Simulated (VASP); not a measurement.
# GaSb (F-43m) in VASP: band structure with PBE

Aim: the band structure of GaSb with PBE.

All numbers are computed with VASP 6.6.1; they aren't measurements. Logs are shortened: lines on timing, memory, paths and dates and some standing lists are left out, and cuts for length are marked.

**Measured values to compare with.**

From a printed reference work, data compilation, for a bulk crystal of GaSb at 4.2 K: band gap 0.811 eV (direct).

The results are compared with them further down.

## 1. Starting point

It takes space group F-43m (No. 216, cubic). Conventional cell: a = 6.214 Å, b = 6.214 Å, c = 6.214 Å, α = 90.00°, β = 90.00°, γ = 90.00°. Around Ga (site symmetry -43m) lie 4 Sb at 2.69 Å. Sb (site symmetry -43m) is surrounded by 4 Ga at 2.69 Å.

## 2. Band structure, PBE

Contents of POSCAR:

```
GaSb
1.0
    0.0000000000      3.1070770000      3.1070770000
    3.1070770000      0.0000000000      3.1070770000
    3.1070770000      3.1070770000      0.0000000000
Ga Sb
1 1
Direct
    0.0000000000      0.0000000000      0.0000000000
    0.2500000000      0.2500000000      0.2500000000
```

Contents of INCAR.step1:

```
SYSTEM = GaSb
PREC = Accurate ; ENCUT = 520
EDIFF = 1E-6 ; ISMEAR = 0
SIGMA = 0.1 ; LREAL = .FALSE.
LASPH = .TRUE. ; NELM = 80
ALGO = Normal ; ISIF = 2
LWAVE = .FALSE. ; LCHARG = .TRUE.
GGA = PE ; NBANDS = 16
```

Contents of KPOINTS.step1:

```
regular mesh
0
G
  12 12 12
  0 0 0
```

Contents of INCAR.step2:

```
SYSTEM = GaSb
PREC = Accurate ; ENCUT = 520
EDIFF = 1E-6 ; ISMEAR = 0
SIGMA = 0.05 ; LREAL = .FALSE.
LASPH = .TRUE. ; NELM = 80
ALGO = Normal ; ISIF = 2
LWAVE = .FALSE. ; LCHARG = .FALSE.
GGA = PE ; NBANDS = 16
ICHARG = 11
```

Contents of KPOINTS.step2:

```
path GXWKGLUWLK,UX
15
line-mode
reciprocal
 0.0000000000  0.0000000000  0.0000000000  G
 0.5000000000  0.0000000000  0.5000000000  X

 0.5000000000  0.0000000000  0.5000000000  X
 0.5000000000  0.2500000000  0.7500000000  W

 0.5000000000  0.2500000000  0.7500000000  W
 0.3750000000  0.3750000000  0.7500000000  K

 0.3750000000  0.3750000000  0.7500000000  K
 0.0000000000  0.0000000000  0.0000000000  G

 0.0000000000  0.0000000000  0.0000000000  G
 0.5000000000  0.5000000000  0.5000000000  L

 0.5000000000  0.5000000000  0.5000000000  L
 0.6250000000  0.2500000000  0.6250000000  U

 0.6250000000  0.2500000000  0.6250000000  U
 0.5000000000  0.2500000000  0.7500000000  W

 0.5000000000  0.2500000000  0.7500000000  W
 0.5000000000  0.5000000000  0.5000000000  L

 0.5000000000  0.5000000000  0.5000000000  L
 0.3750000000  0.3750000000  0.7500000000  K

 0.6250000000  0.2500000000  0.6250000000  U
 0.5000000000  0.0000000000  0.5000000000  X
```

Potentials or basis: VASP PAW PBE potentials, release 64 (Ga_d, Sb).

On the command line:

```
$ cat potpaw_PBE.64/Ga_d/POTCAR potpaw_PBE.64/Sb/POTCAR > POTCAR
$ cp INCAR.step1 INCAR
$ cp KPOINTS.step1 KPOINTS
$ mpirun -np 1 vasp_std > vasp.out
$ cp INCAR.step2 INCAR
$ cp KPOINTS.step2 KPOINTS
$ mpirun -np 1 vasp_std > vasp.out
```

OUTCAR:

```text
SYSTEM = GaSb
   PREC = Accurate
   ENCUT = 520
   EDIFF = 1E-6
   ISMEAR = 0
   LREAL = .FALSE.
   LASPH = .TRUE.
   NELM = 80
   ISIF = 2
   GGA = PE
   ICHARG = 11

 ion  position               nearest neighbor table
   1  0.000  0.000  0.000-   2 2.69   2 2.69   2 2.69   2 2.69
   2  0.250  0.250  0.250-   1 2.69   1 2.69   1 2.69   1 2.69

  LATTYP: Found a face centered cubic cell.
 ALAT       =     6.2141540000

  Lattice vectors:

 A1 = (   0.0000000000,   3.1070770000,   3.1070770000)
 A2 = (   3.1070770000,   0.0000000000,   3.1070770000)
 A3 = (   3.1070770000,   3.1070770000,   0.0000000000)

Analysis of symmetry for initial positions (statically):
=====================================================================
 Subroutine PRICEL returns:
 Original cell was already a primitive cell.

 Routine SETGRP: Setting up the symmetry group for a
 face centered cubic supercell.

 Subroutine GETGRP returns: Found 24 space group operations
 (whereof 24 operations were pure point group operations)
 out of a pool of 48 trial point group operations.

The static configuration has the point symmetry T_d .

Analysis of symmetry for dynamics (positions and initial velocities):
=====================================================================
 Subroutine PRICEL returns:
 Original cell was already a primitive cell.

 Routine SETGRP: Setting up the symmetry group for a
 face centered cubic supercell.

 Subroutine GETGRP returns: Found 24 space group operations
 (whereof 24 operations were pure point group operations)
 out of a pool of 48 trial point group operations.

The dynamic configuration has the point symmetry T_d .

 Subroutine INISYM returns: Found 24 space group operations
 (whereof 24 operations are pure point group operations),
 and found     1 'primitive' translations

----------------------------------------------------------------------------------------

                                     Primitive cell

  volume of cell :      59.9910

  direct lattice vectors                    reciprocal lattice vectors
     0.000000000  3.107077000  3.107077000    -0.160922951  0.160922951  0.160922951
     3.107077000  0.000000000  3.107077000     0.160922951 -0.160922951  0.160922951
     3.107077000  3.107077000  0.000000000     0.160922951  0.160922951 -0.160922951

  length of vectors
     4.394070433  4.394070433  4.394070433     0.278726727  0.278726727  0.278726727

  position of ions in fractional coordinates (direct lattice)
     0.000000000  0.000000000  0.000000000
     0.250000000  0.250000000  0.250000000

  ion indices of the primitive-cell ions
   primitive index   ion index
                 1           1
                 2           2

----------------------------------------------------------------------------------------

 KPOINTS: path GXWKGLUWLK,UX

Interpolating k-points between supplied coordinates.

 Line segments in fractional coordinates (reciprocal lattice):
    0.000000  0.000000  0.000000  ...  0.500000  0.000000  0.500000
    0.500000  0.000000  0.500000  ...  0.500000  0.250000  0.750000
    0.500000  0.250000  0.750000  ...  0.375000  0.375000  0.750000
    0.375000  0.375000  0.750000  ...  0.000000  0.000000  0.000000
    0.000000  0.000000  0.000000  ...  0.500000  0.500000  0.500000
    0.500000  0.500000  0.500000  ...  0.625000  0.250000  0.625000
    0.625000  0.250000  0.625000  ...  0.500000  0.250000  0.750000
    0.500000  0.250000  0.750000  ...  0.500000  0.500000  0.500000
    0.500000  0.500000  0.500000  ...  0.375000  0.375000  0.750000
    0.625000  0.250000  0.625000  ...  0.500000  0.000000  0.500000

 Generated    15 points on each line segment, for a total of    150 k-points:

 Following reciprocal coordinates:
            Coordinates               Weight
  0.000000  0.000000  0.000000      0.006667
  0.035714  0.000000  0.035714      0.006667
  0.071429  0.000000  0.071429      0.006667
  0.107143  0.000000  0.107143      0.006667
  0.142857  0.000000  0.142857      0.006667
  0.178571  0.000000  0.178571      0.006667
[... 16 lines left out ...]
  0.500000  0.125000  0.625000      0.006667
  0.500000  0.142857  0.642857      0.006667
 [... further k-points ...]
   k-points           NKPTS =    150   k-points in BZ     NKDIM =    150   number of bands    NBANDS=     16
   number of dos      NEDOS =    301   number of ions     NIONS =      2
   total plane-waves  NPLWV =  46656
   dimension x,y,z NGX =    36 NGY =   36 NGZ =   36
   dimension x,y,z NGXF=    72 NGYF=   72 NGZF=   72
   ions per type =               1   1
   NGX,Y,Z   is equivalent  to a cutoff of  13.62, 13.62, 13.62 a.u.
   NGXF,Y,Z  is equivalent  to a cutoff of  27.24, 27.24, 27.24 a.u.
 SYSTEM =  GaSb
   PREC   = accura    normal or accurate (medium, high low for compatibility)
   ISTART =      0    job   : 0-new  1-cont  2-samecut
   ICHARG =     11    charge: 1-file 2-atom 10-const
   ISPIN  =      1    spin polarized calculation?
   LNONCOLLINEAR =      F non collinear calculations
   LSORBIT =      F    spin-orbit coupling
   LASPH  =      T    aspherical Exc in radial PAW
   ENCUT  =  520.0 eV  38.22 Ry    6.18 a.u.   8.17  8.17  8.17*2*pi/ulx,y,z
   NELM   =     80;   NELMIN=  2; NELMDL=  0     # of ELM steps
   EDIFF  = 0.1E-05   stopping-criterion for ELM
   LREAL  =      F    real-space projection
   EDIFFG = 0.1E-04   stopping-criterion for IOM
   NSW    =      0    number of steps for IOM
   IBRION =     -1    ionic relax: 0-MD 1-quasi-New 2-CG
   NFREE  =      0    steps in history (QN), initial steepest desc. (CG)
   ISIF   =      2    stress and relaxation
   ISYM   =      2    0-nonsym 1-usesym 2-fastsym
   POTIM  = 0.5000    time-step for ionic-motion
   TEBEG  =    0.0;   TEEND  =   0.0 temperature during run
   PSTRESS=    0.0 pullay stress
   NELECT =      18.0000    total number of electrons
   NUPDOWN=      -1.0000    fix difference up-down
   EMIN   =  10.00;   EMAX   =-10.00  energy-range for DOS
   EFERMI =   0.00;   METHOD = LEGACY
   ISMEAR =     0;   SIGMA  =   0.05  broadening in eV -4-tet -1-fermi 0-gaus
   EFERMI_NEDOS =   21; number of points for ismear=-14 and -15
   IALGO  =     38    algorithm
   IMIX   =      4    mixing-type and parameters
     AMIX     =   0.40;   BMIX     =  1.00
     AMIX_MAG =   1.60;   BMIX_MAG =  1.00
  volume/ion in A,a.u.               =      30.00       202.42
  Fermi-wavevector in a.u.,A,eV,Ry     =   1.095983  2.071107 16.343016  1.201178
  Thomas-Fermi vector in A             =   2.232316
   LORBIT       =      0    0 simple, 1 ext, 2 COOP (PROOUT), +10 PAW based schemes
   GGA     = PE    functional components
   LHFCALC =     F    Hartree Fock is set to
   AEXX    =    0.0000 exact exchange contribution
   IVDW    =     0    specifies the selected vdW correction
   LEPSILON=     F    determine dielectric tensor
   LRPA    =     F    only Hartree local field effects (RPA)
 non-spin polarized calculation
 Gauss-broadening in eV      SIGMA  =   0.05
  energy-cutoff  :      520.00
  volume of cell :       59.99
 maximum number of plane-waves:      1639
 NGX is ok and might be reduce to    36

 number of electron      17.9999991 magnetization

 Free energy of the ion-electron system (eV)
  ---------------------------------------------------
  ext. energy  EPLUGINS =         0.00000000
  ---------------------------------------------------
  free energy    TOTEN  =        -7.48181008 eV

  energy without entropy =       -7.48001288  energy(sigma->0) =       -7.48091148

 E-fermi :   4.4234     XC(G=0):  -8.8867

 val. band max:        4.4030661340   @ k =   0.0000   0.0000   0.0000
 cond. band min:       4.7123175761   @ k =   0.5000   0.5000   0.5000
 fundamental gap:      0.3092514420
 Fermi energy:         4.4234132240

 k-point     1 :       0.0000    0.0000    0.0000
  band No.  band energies     occupation
      1     -10.5448      2.00000
      2     -10.5448      2.00000
      3     -10.5448      2.00000
      4     -10.5012      2.00000
      5     -10.5012      2.00000
      6      -6.7584      2.00000
[... 8 lines left out ...]
     15      12.9059      0.00000
     16      12.9059      0.00000

 k-point     2 :       0.0357    0.0000    0.0357
  band No.  band energies     occupation
      1     -10.5454      2.00000
      2     -10.5446      2.00000
      3     -10.5446      2.00000
      4     -10.5013      2.00000
      5     -10.5012      2.00000
      6      -6.7418      2.00000
[... 8 lines left out ...]
     15      12.5713      0.00000
     16      12.9220      0.00000

 k-point     3 :       0.0714    0.0000    0.0714
  band No.  band energies     occupation
      1     -10.5469      2.00000
      2     -10.5438      2.00000
      3     -10.5438      2.00000
      4     -10.5016      2.00000
      5     -10.5010      2.00000
      6      -6.6921      2.00000
[... 8 lines left out ...]
     15      11.9975      0.00000
     16      12.9702      0.00000

 k-point     4 :       0.1071    0.0000    0.1071
  band No.  band energies     occupation
      1     -10.5494      2.00000
      2     -10.5426      2.00000
      3     -10.5426      2.00000
      4     -10.5020      2.00000
      5     -10.5008      2.00000
      6      -6.6099      2.00000
[... 8 lines left out ...]
     15      11.4391      0.00000
     16      13.0504      0.00000
[... 324 lines left out ...]
 k-point    22 :       0.5000    0.1071    0.6071
  band No.  band energies     occupation
      1     -10.5804      2.00000
      2     -10.5266      2.00000
      3     -10.5247      2.00000
      4     -10.5093      2.00000
      5     -10.4984      2.00000
      6      -4.4752      2.00000
[... 8 lines left out ...]
     15      14.2600      0.00000
     16      15.4890      0.00000

 k-point    23 :       0.5000    0.1250    0.6250
  band No.  band energies     occupation
      1     -10.5798      2.00000
      2     -10.5274      2.00000
      3     -10.5248      2.00000
      4     -10.5088      2.00000
      5     -10.4987      2.00000
      6      -4.4711      2.00000
[... 8 lines left out ...]
     15      14.2235      0.00000
     16      15.4979      0.00000

 k-point    24 :       0.5000    0.1429    0.6429
  band No.  band energies     occupation
      1     -10.5791      2.00000
      2     -10.5281      2.00000
      3     -10.5250      2.00000
      4     -10.5083      2.00000
      5     -10.4991      2.00000
      6      -4.4670      2.00000
[... 8 lines left out ...]
     15      14.2000      0.00000
     16      15.5103      0.00000

 [... further k-points ...]

------------------------ aborting loop because EDIFF is reached ----------------------------------------

  FORCE on cell =-STRESS in cart. coord.  units (eV):
  Direction    XX          YY          ZZ          XY          YZ          ZX
  --------------------------------------------------------------------------------------
  -------------------------------------------------------------------------------------
  Total        0.0800966      0.0800966      0.0800966      0.0000000      0.0000000      0.0000000
  in kB        2.1391366      2.1391366      2.1391366      0.0000000      0.0000000      0.0000000
  external PRESSURE =       2.1391366 kB  Pullay stress =       0.0000000 kB

 VOLUME and BASIS-vectors are now :
 -----------------------------------------------------------------------------
  energy-cutoff  :      520.00
  volume of cell :       59.99
      direct lattice vectors                 reciprocal lattice vectors
     0.000000000  3.107077000  3.107077000    -0.160922951  0.160922951  0.160922951
     3.107077000  0.000000000  3.107077000     0.160922951 -0.160922951  0.160922951
     3.107077000  3.107077000  0.000000000     0.160922951  0.160922951 -0.160922951

 POSITION                                       TOTAL-FORCE (eV/Angst)
 -----------------------------------------------------------------------------------
      0.00000      0.00000      0.00000         0.000000     -0.000000     -0.000000
      1.55354      1.55354      1.55354        -0.000000      0.000000      0.000000
 -----------------------------------------------------------------------------------
    total drift:                                0.000001      0.000001      0.000001

  FREE ENERGIE OF THE ION-ELECTRON SYSTEM (eV)
  ---------------------------------------------------
  free  energy   TOTEN  =        -7.4818100766 eV

  energy  without entropy=       -7.4800128808  energy(sigma->0) =       -7.48091148
```

Run time: 2.5 min. Hardware: 1 thread of Intel Xeon Platinum 8259CL at 2.50GHz (Skylake/Cascade Lake), shared host; peak memory 0.31 GiB.

Results:

- Band gap along the path: none (metal or under the smearing width)

Levels at the corners of the path, in eV from the Fermi level:
| point | band 7 | band 8 | band 9 | band 10 | band 11 | band 12 |
| --- | --- | --- | --- | --- | --- | --- |
| Γ | -0.34 | -0.05 | -0.05 | -0.05 | 2.74 | 2.74 |
| X | -6.65 | -2.46 | -2.46 | 0.90 | 1.29 | 8.33 |
| X | -6.65 | -2.46 | -2.46 | 0.90 | 1.29 | 8.33 |
| W | -6.54 | -3.19 | -2.97 | 3.46 | 4.25 | 4.26 |
| W | -6.54 | -3.19 | -2.97 | 3.46 | 4.25 | 4.26 |
| K | -6.49 | -3.43 | -2.10 | 1.39 | 3.76 | 6.35 |
| K | -6.49 | -3.43 | -2.10 | 1.39 | 3.76 | 6.35 |
| Γ | -0.34 | -0.05 | -0.05 | -0.05 | 2.74 | 2.74 |
| Γ | -0.34 | -0.05 | -0.05 | -0.05 | 2.74 | 2.74 |
| L | -6.19 | -1.13 | -1.13 | 0.26 | 3.70 | 3.70 |
| L | -6.19 | -1.13 | -1.13 | 0.26 | 3.70 | 3.70 |
| U | -6.49 | -3.43 | -2.10 | 1.39 | 3.76 | 6.35 |
| U | -6.49 | -3.43 | -2.10 | 1.39 | 3.76 | 6.35 |
| W | -6.54 | -3.19 | -2.97 | 3.46 | 4.25 | 4.26 |
| W | -6.54 | -3.19 | -2.97 | 3.46 | 4.25 | 4.26 |
| L | -6.19 | -1.13 | -1.13 | 0.26 | 3.70 | 3.70 |
| L | -6.19 | -1.13 | -1.13 | 0.26 | 3.70 | 3.70 |
| K | -6.49 | -3.43 | -2.10 | 1.39 | 3.76 | 6.35 |
| U | -6.49 | -3.43 | -2.10 | 1.39 | 3.76 | 6.35 |
| X | -6.65 | -2.46 | -2.46 | 0.90 | 1.29 | 8.33 |

Caveat: the log is that of the step along the path at fixed density, whose energy, stress, charges and moments have no meaning; spin-orbit coupling is left out, which moves the levels of the heavy elements; this crystal is a semiconductor, whose small gap the functional closes, so the metal is an error of the method.

## 3. Comparison with measurements

Step 2. A measured gap of GaSb is 0.811 eV (direct; 4.2 K; a printed reference work, data compilation); the calculated 0.00 eV misses it by -0.81 eV. Spin-orbit coupling on Ga, Sb is left out. The value is that of PBE, without temperature or zero-point motion. Semilocal functionals fall short of measured gaps as a rule.
